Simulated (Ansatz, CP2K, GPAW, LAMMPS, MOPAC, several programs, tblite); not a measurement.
NaI (zincblende) from semi-empirical methods to plane-wave DFT

Zincblende NaI, relaxed with r2SCAN in Ansatz, was computed with several methods. Space group F-43m (No. 216), cubic; a = 7.086 Å in the conventional setting, 44.48 Å³ an atom. Around Na lie 4 I at 3.07 Å; around I lie 4 Na at 3.07 Å. The cell comes from a prototype generator: it can be a known phase or a hypothetical one. Spin polarisation is off.

Space group F-43m (No. 216). a = 7.086 Å, b = 7.086 Å, c = 7.086 Å, α = 90.00°, β = 90.00°, γ = 90.00°
```csv
atom,site,symmetry,x,y,z
Na,4a,-43m,0.0000,0.0000,0.0000
I,4d,-43m,0.2500,0.2500,0.7500
```

Gaps and times are for a single point on this cell; volume and bulk modulus come from each method's own relaxation or energy curve at fixed shape. Times are rough, from shared hosts (Arm Neoverse V1), and each method has its own mesh and cell size. PM6 (MOPAC), PM7 (MOPAC), GFN1-xTB (tblite), GFN2-xTB (tblite) treat a cluster of cells at its zone centre, which samples few k points: where these miss a band edge, the gap comes out too large for that reason alone. Gaps from k meshes are read at a limited set of points (mesh, symmetry points, PBE's band edges), so each method's own least gap may be somewhat smaller. Force fields have no electrons; where one was fitted to this phase, its volume and modulus reflect the fit. xTB and the PM methods were fitted mostly to molecules, and can miss a solid's gap by electronvolts. Minimal bases can be far off for gaps. GLLB-SC's gap includes the derivative discontinuity. d marks a direct gap, i an indirect one (no mark: not told apart), a dash a value that wasn't computed or didn't pass its checks.

| method | kind | gap (eV) | own volume (Å³/atom) | bulk modulus (GPa) | atoms computed | processor time |
| --- | --- | --- | --- | --- | --- | --- |
| ffield.eim (LAMMPS) | force field | – | – | – | 2 | 0.12 s |
| light PBE (260 eV, its own mesh) | light plane-wave | 3.77 d | – | – | 2 | 0.8 s |
| GFN1-xTB (tblite) | tight binding | 1.76 | 44.05 | 15 | 64 | 2.4 s |
| PM7 (MOPAC) | semi-empirical | 14.01 | 47.28 | 26 | 64 | 3 s |
| GFN2-xTB (tblite) | tight binding | 4.96 | 48.03 | 9 | 64 | 3.4 s |
| PBE | semilocal | 3.83 d | 45.92 | 11 | 2 | 3.4 s |
| PM6 (MOPAC) | semi-empirical | 7.90 | – | – | 64 | 5.5 s |
| PBE/single zeta (GPAW) | small basis | 3.72 d | – | – | 2 | 6 s |
| PBE/SZV (CP2K) | small basis | 3.37 d | – | – | 2 | 6.6 s |
| r2SCAN | semilocal | 4.42 d | 44.48 | 12 | 2 | 8.2 s |
| GLLB-SC (GPAW) | model potential | 7.34 | – | – | 2 | 10 s |
| PBE/DZVP (CP2K) | small basis | 3.73 d | – | – | 2 | 11 s |

Against r2SCAN (4.42 eV) the nearest gap at the points sampled is that of GFN2-xTB (tblite) (+0.54 eV) and the farthest that of PM7 (MOPAC) (+9.59 eV). r2SCAN is only a yardstick of convenience: semilocal gaps usually lie below measured ones, which GLLB-SC and hybrids aim to mend.

Volumes against r2SCAN's: GFN1-xTB (tblite) -1.0 %, PM7 (MOPAC) +6.3 %, GFN2-xTB (tblite) +8.0 %, PBE +3.2 %.

Spin-orbit coupling is left out, which matters wherever the heavy atoms make up the band edges.
